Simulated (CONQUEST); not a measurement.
Set up this calculation in CONQUEST 1.3, as the native input.

```yaml
Task: single point
Functional: PBEsol
Potentials_or_basis: PseudoDojo NC PBEsol, DZP, grid cutoff 120 Ha
k_mesh: 6 × 6 × 5
Occupations: fermi-dirac, width 0.05 eV
Spin: collinear spin, ferromagnetic start
Fixed_moment: 1 μB
Solver: diagonalisation
SCF_tolerance: 1e-06
```

GaP:

```
Ga P
1.0
     3.69331    0.00000    0.00000
     0.00000    3.69331    0.00000
     0.00000    0.00000    5.22313
Ga P
2 2
Cartesian
  0.0000 0.0000 0.0000
  1.8467 1.8467 2.6116
  0.0000 1.8467 1.3058
  1.8467 0.0000 3.9173
```

The cell isn't the ideal one: volume scaled by 0.88.

One way to write it, as run:

Conquest_input

```
IO.Title GaP
IO.Coordinates coords.dat
IO.FractionalAtomicCoords T
IO.Iprint 2
IO.Iprint_init 1
General.NumberOfSpecies 2
General.PseudopotentialType hamann
AtomMove.TypeOfRun static
AtomMove.FullStress T
Grid.GridCutoff 120
DM.SolutionMethod diagon
Diag.MPMesh T
Diag.GammaCentred T
Diag.MPMeshX 6
Diag.MPMeshY 6
Diag.MPMeshZ 5
Diag.kT 0.00183747
minE.SCTolerance 1e-6
SC.MaxIters 100
IO.AtomChargeOutput T
Spin.SpinPolarised T
Spin.FixSpin T
SC.LinearMixingFactor 0.3
SC.MaxPulay 8
Spin.Magn 1
IO.DumpChargeDensity T
%block ChemicalSpeciesLabel
1 69.720 Ga
2 30.970 P
%endblock
```

coords.dat

```
    6.9793413131     0.0000000000     0.0000000000
    0.0000000000     6.9793413131     0.0000000000
    0.0000000000     0.0000000000     9.8702791397
4
  0.0000000000   0.0000000000   0.0000000000 1 T T T
  0.5000000000   0.5000000000   0.5000000000 1 T T T
  0.0000000000   0.5000000000   0.2500000000 2 T T T
  0.5000000000   0.0000000000   0.7500000000 2 T T T
```

Potentials or basis: PseudoDojo NC PBEsol, DZP, grid cutoff 120 Ha.

Run with:

```bash
$ Conquest
```

Results of the run:

```yaml
Pressure: 15.2 GPa
Net_moment: 1.00 μB per cell
Site_moments: Ga +0.21; P +0.29 μB
Mulliken_charges: Ga +0.50; P -0.50 e
```

Caveat: Mulliken charges move with the basis; the basis of atomic orbitals isn't converged, which shifts pressures, moduli and gaps; the total moment is fixed, so each spin has its own Fermi level.

It took 3.9 min on 1 thread of Intel(R) Xeon(R) Platinum 8488C (Sapphire Rapids) (shared host), peak memory 0.99 GiB.
